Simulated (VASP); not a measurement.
# GaSe in VASP: a series of runs, part 2 of 2

VASP 6.6.1. Earlier steps stand in the parts before.

## Step 5: Single point, PBE

This run uses another cell than the first one, of 33.04 Å³/atom, 1.065 times its volume.

INCAR reads:

```
PREC = Accurate ; ENCUT = 340
EDIFF = 1E-7 ; ISMEAR = 0
SIGMA = 0.05 ; LREAL = False
LASPH = True ; NELM = 120
ALGO = Normal ; ISIF = 2
LWAVE = False ; LCHARG = False
LDIPOL = True ; IDIPOL = 3
DIPOL = 0.5 0.5 0.500 ; GGA = PE
NBANDS = 77 ; LVHAR = True
LVACPOTAV = True
```

KPOINTS reads:

```
regular mesh
0
Gamma
  3 3 1
```

POSCAR reads:

```
GaSe
1.0
    3.7420012726      0.0000000000      0.0000000000
   -1.8710006363      3.2406681631      0.0000000000
    0.0000000000      0.0000000000     32.6947000000
Se Ga
6 6
Direct
    0.6666666667      0.3333333334      0.1835159827
    0.6666666667      0.3333333334      0.3295855292
    0.3333333333      0.6666666666      0.4269652268
    0.3333333333      0.6666666666      0.5730347732
    0.6666666667      0.3333333334      0.6704144708
    0.6666666667      0.3333333334      0.8164840173
    0.3333333333      0.6666666666      0.2210071663
    0.3333333333      0.6666666666      0.2920943456
    0.6666666667      0.3333333334      0.4644564104
    0.6666666667      0.3333333334      0.5355435896
    0.3333333333      0.6666666666      0.7079056544
    0.3333333333      0.6666666666      0.7789928337
```

Potentials or basis: VASP PAW PBE potentials, release 64 (Se, Ga_d).

On the command line:

```sh
cat potpaw_PBE.64/Se/POTCAR potpaw_PBE.64/Ga_d/POTCAR > POTCAR
mpirun -np 1 vasp_std > vasp.out
```

OUTCAR:

```text
PREC = Accurate
   ENCUT = 340
   EDIFF = 1E-7
   ISMEAR = 0
   LREAL = False
   LASPH = True
   NELM = 120
   ISIF = 2
   GGA = PE

 Found      3 irreducible k-points:

 Following reciprocal coordinates:
            Coordinates               Weight
  0.000000  0.000000  0.000000      1.000000
  0.333333  0.000000  0.000000      6.000000
  0.333333  0.333333  0.000000      2.000000
   k-points           NKPTS =      3   k-points in BZ     NKDIM =      3   number of bands    NBANDS=     77
   number of dos      NEDOS =    301   number of ions     NIONS =     12
   total plane-waves  NPLWV = 115200
   dimension x,y,z NGX =    24 NGY =   24 NGZ =  200
   dimension x,y,z NGXF=    48 NGYF=   48 NGZF=  400
   ions per type =               6   6
   NGX,Y,Z   is equivalent  to a cutoff of  10.66, 10.66, 10.17 a.u.
   NGXF,Y,Z  is equivalent  to a cutoff of  21.32, 21.32, 20.34 a.u.
 SYSTEM =  unknown system
   PREC   = accura    normal or accurate (medium, high low for compatibility)
   ISTART =      0    job   : 0-new  1-cont  2-samecut
   ICHARG =      2    charge: 1-file 2-atom 10-const
   ISPIN  =      1    spin polarized calculation?
   LNONCOLLINEAR =      F non collinear calculations
   LSORBIT =      F    spin-orbit coupling
   LASPH  =      T    aspherical Exc in radial PAW
   ENCUT  =  340.0 eV  24.99 Ry    5.00 a.u.   5.63  5.63 49.16*2*pi/ulx,y,z
   NELM   =    120;   NELMIN=  2; NELMDL= -5     # of ELM steps
   EDIFF  = 0.1E-06   stopping-criterion for ELM
   LREAL  =      F    real-space projection
   EDIFFG = 0.1E-05   stopping-criterion for IOM
   NSW    =      0    number of steps for IOM
   IBRION =     -1    ionic relax: 0-MD 1-quasi-New 2-CG
   NFREE  =      0    steps in history (QN), initial steepest desc. (CG)
   ISIF   =      2    stress and relaxation
   ISYM   =      2    0-nonsym 1-usesym 2-fastsym
   POTIM  = 0.5000    time-step for ionic-motion
   TEBEG  =    0.0;   TEEND  =   0.0 temperature during run
   PSTRESS=    0.0 pullay stress
   NELECT =     114.0000    total number of electrons
   NUPDOWN=      -1.0000    fix difference up-down
   EMIN   =  10.00;   EMAX   =-10.00  energy-range for DOS
   EFERMI =   0.00;   METHOD = LEGACY
   ISMEAR =     0;   SIGMA  =   0.05  broadening in eV -4-tet -1-fermi 0-gaus
   EFERMI_NEDOS =   21; number of points for ismear=-14 and -15
   IALGO  =     38    algorithm
   IMIX   =      4    mixing-type and parameters
     AMIX     =   0.40;   BMIX     =  1.00
     AMIX_MAG =   1.60;   BMIX_MAG =  1.00
  volume/ion in A,a.u.               =      33.04       222.96
  Fermi-wavevector in a.u.,A,eV,Ry     =   1.080532  2.041910 15.885489  1.167550
  Thomas-Fermi vector in A             =   2.216526
   LORBIT       =      0    0 simple, 1 ext, 2 COOP (PROOUT), +10 PAW based schemes
   GGA     = PE    functional components
   LHFCALC =     F    Hartree Fock is set to
   AEXX    =    0.0000 exact exchange contribution
   IVDW    =     0    specifies the selected vdW correction
   LEPSILON=     F    determine dielectric tensor
   LRPA    =     F    only Hartree local field effects (RPA)
 non-spin polarized calculation
 Gauss-broadening in eV      SIGMA  =   0.05
  energy-cutoff  :      340.00
  volume of cell :      396.48
 maximum number of plane-waves:      5691
 NGX is ok and might be reduce to    24
   NGX = 11   NGY = 11   NGZ = 99

 number of electron     114.0000154 magnetization

 dipolmoment           0.000000      0.000000      0.000000 electrons x Angstroem

 Free energy of the ion-electron system (eV)
  ---------------------------------------------------
  ext. energy  EPLUGINS =         0.00000000
  ---------------------------------------------------
  free energy    TOTEN  =       -43.70881775 eV

  energy without entropy =      -43.70881775  energy(sigma->0) =      -43.70881775

 E-fermi :   1.0995     XC(G=0):  -7.0866

 val. band max:        0.8514015480   @ k =   0.0000   0.0000   0.0000
 cond. band min:       2.4728328413   @ k =   0.0000   0.0000   0.0000
 fundamental gap:      1.6214312934
 Fermi energy:         1.0995380580

 k-point     1 :       0.0000    0.0000    0.0000
  band No.  band energies     occupation
      1     -14.0959      2.00000
      2     -14.0694      2.00000
      3     -14.0694      2.00000
      4     -13.9084      2.00000
      5     -13.9084      2.00000
      6     -13.8823      2.00000
[... 61 lines left out ...]
     68       5.1923      0.00000
     69       5.1923      0.00000

 k-point     2 :       0.3333    0.0000    0.0000
  band No.  band energies     occupation
      1     -14.0867      2.00000
      2     -14.0602      2.00000
      3     -14.0602      2.00000
      4     -14.0430      2.00000
      5     -14.0161      2.00000
      6     -14.0159      2.00000
[... 61 lines left out ...]
     68       5.5540      0.00000
     69       5.6206      0.00000

 k-point     3 :       0.3333    0.3333    0.0000
  band No.  band energies     occupation
      1     -14.0809      2.00000
      2     -14.0730      2.00000
      3     -14.0542      2.00000
      4     -14.0541      2.00000
      5     -14.0465      2.00000
      6     -14.0464      2.00000
[... 61 lines left out ...]
     68       5.9597      0.00000
     69       6.4784      0.00000
 [bands above 69 left out]

------------------------ aborting loop because EDIFF is reached ----------------------------------------

  FORCE on cell =-STRESS in cart. coord.  units (eV):
  Direction    XX          YY          ZZ          XY          YZ          ZX
  --------------------------------------------------------------------------------------
  -------------------------------------------------------------------------------------
  Total        8.1429630      8.1429630      6.8122626      0.0000000      0.0000000     -0.0000000
  in kB       32.9061590     32.9061590     27.5287260      0.0000000      0.0000000     -0.0000000
  external PRESSURE =      31.1136813 kB  Pullay stress =       0.0000000 kB

 VOLUME and BASIS-vectors are now :
 -----------------------------------------------------------------------------
  energy-cutoff  :      340.00
  volume of cell :      396.48
      direct lattice vectors                 reciprocal lattice vectors
     3.742001273  0.000000000  0.000000000     0.267236681  0.154289170  0.000000000
    -1.871000636  3.240668163  0.000000000     0.000000000  0.308578339  0.000000000
     0.000000000  0.000000000 32.694700000     0.000000000  0.000000000  0.030585997

 POSITION                                       TOTAL-FORCE (eV/Angst)
 -----------------------------------------------------------------------------------
      1.87100      1.08022      6.00000        -0.000000     -0.000000      0.194785
      1.87100      1.08022     10.77570         0.000000     -0.000000     -0.253091
     -0.00000      2.16045     13.95950         0.000000     -0.000000      0.255993
     -0.00000      2.16045     18.73520         0.000000     -0.000000     -0.255993
      1.87100      1.08022     21.91900         0.000000     -0.000000      0.253091
      1.87100      1.08022     26.69470         0.000000      0.000000     -0.194785
     -0.00000      2.16045      7.22576         0.000000     -0.000000     -1.266954
     -0.00000      2.16045      9.54994         0.000000     -0.000000      1.218234
      1.87100      1.08022     15.18526        -0.000000     -0.000000     -1.233263
      1.87100      1.08022     17.50944        -0.000000      0.000000      1.233263
     -0.00000      2.16045     23.14476        -0.000000     -0.000000     -1.218234
     -0.00000      2.16045     25.46894         0.000000     -0.000000      1.266954
 -----------------------------------------------------------------------------------
    total drift:                                0.000004     -0.000002     -0.000000

  FREE ENERGIE OF THE ION-ELECTRON SYSTEM (eV)
  ---------------------------------------------------
  free  energy   TOTEN  =       -43.7088177453 eV

  energy  without entropy=      -43.7088177453  energy(sigma->0) =      -43.70881775

 vacuum level on the upper side and lower side of the slab         6.210         6.210
```

It took 89 s on 1 thread of Intel Xeon Platinum 8559C (Emerald Rapids), shared host; peak memory 0.33 GiB.

These settings aren't checked as converged: the numbers below hold their error.

What came out:

| Item | Value |
| --- | --- |
| Free energy | -43.7088 eV |
| Largest force | 1.267 eV/Å |
| Band gap on the k mesh | 1.62 eV, direct |
| Ionisation potential of the upper face | 5.36 eV |

Caveat: the k mesh is coarse (spacing up to 0.65 Å⁻¹), so the values aren't converged; the cutoff is under 1.25 times the usual one of these potentials, so pressure, stress and relaxed cells hold a basis-set (Pulay) error.

## Step 6: Single point, PBE

This run uses another cell than the first one, of 33.04 Å³/atom, 1.065 times its volume.

INCAR, as its differences from that of step 5:

```diff
@@ -1,2 +1,2 @@
-PREC = Accurate ; ENCUT = 340
+PREC = Accurate ; ENCUT = 520
 EDIFF = 1E-7 ; ISMEAR = 0
```

KPOINTS is that of step 5.

POSCAR is that of step 5.

Potentials or basis: VASP PAW PBE potentials, release 64 (Se, Ga_d).

On the command line:

```sh
cat potpaw_PBE.64/Se/POTCAR potpaw_PBE.64/Ga_d/POTCAR > POTCAR
mpirun -np 1 vasp_std > vasp.out
```

Wall time 3 min (1 thread of Intel Xeon Platinum 8559C (Emerald Rapids), shared host); peak memory 0.48 GiB.

The run converged, but some of its settings lie outside the range that counts as converged, so its numbers aren't taken as properties of the slab.

What came out:

```
Free energy                            : -43.7080 eV
Largest force                          : 1.271 eV/Å
Band gap on the k mesh                 : 1.62 eV, direct
Ionisation potential of the upper face : 5.36 eV
```

Caveat: the k mesh is coarse (spacing up to 0.65 Å⁻¹), so the values aren't converged.
